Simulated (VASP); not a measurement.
Wanted: the native input for a VASP 6.6.1 run.

- Task: relaxation of cell and atoms
- Functional: PBEsol
- Potentials or basis: VASP PAW PBE potentials, release 64 (Be, S)
- Cutoff: 600 eV
- k mesh: 10 × 10 × 10
- Occupations: gaussian, width 0.03 eV
- Spin: no spin polarisation
- Target pressure: 0.6 GPa
- Further INCAR settings: ALGO = Normal; EDIFF = 1e-06; IBRION = 2; EDIFFG = -0.01; NSW = 90; ISIF = 3
- Target pressure: 0.6 GPa

The structure of BeS lies in POSCAR:

```
BeS
1.0
    0.0000000000      2.4250000000      2.4250000000
    2.4250000000      0.0000000000      2.4250000000
    2.4250000000      2.4250000000      0.0000000000
Be S
1 1
Direct
    0.0000000000      0.0000000000      0.0000000000
    0.2500000000      0.2500000000      0.2500000000
```

These files were run (other wordings do the same):

INCAR

```
ALGO     = Normal         # electronic algorithm
EDIFF    = 1E-6           # SCF threshold, eV
EDIFFG   = -0.01          # ionic threshold
ENCUT    = 600            # plane-wave cutoff, eV
GGA      = PS             # functional
IBRION   = 2              # ionic algorithm
ISIF     = 3              # what is computed and relaxed
ISMEAR   = 0              # smearing method
LASPH    = T              # aspherical terms in the spheres
LCHARG   = F              # write CHGCAR
LREAL    = F              # projectors in reciprocal space
LWAVE    = F              # write WAVECAR
NELM     = 80             # most SCF steps
NSW      = 90             # ionic steps
PREC     = Accurate       # precision mode
PSTRESS  = 6.0          
SIGMA    = 0.03           # smearing width, eV
```

KPOINTS

```
k-points
0
Gamma
  10 10 10
```

Potentials or basis: VASP PAW PBE potentials, release 64 (Be, S).

Run with:

```bash
$ cat potpaw_PBE.64/Be/POTCAR potpaw_PBE.64/S/POTCAR > POTCAR
$ mpirun -np 1 vasp_std > vasp.out
```

It gave:

| Property | Result |
| --- | --- |
| Relaxed volume | 14.09 Å³/atom |
| Relaxed cell | a = 3.416 Å, b = 3.416 Å, c = 3.416 Å, α = 60.00°, β = 60.00°, γ = 60.00° |
| Space group after relaxing (to 0.05 Å) | F-43m (No. 216) |
| Energy change on relaxing (the enthalpy is what falls) | +0.0 meV/atom |
| Ionic steps | 3 |
| Pressure after relaxing | 0.6 GPa |
| Band gap on the k mesh | 2.90 eV, indirect (least direct gap 5.60 eV) |

Caveat: the cell is relaxed towards a set pressure, so the enthalpy falls and the energy may rise; the PAW data sets were made with another functional, which shifts forces and pressure a little.

Run time: 10 s on 1 thread of Intel(R) Xeon(R) 6975P-C (Granite Rapids) (shared host), peak memory 0.16 GiB.
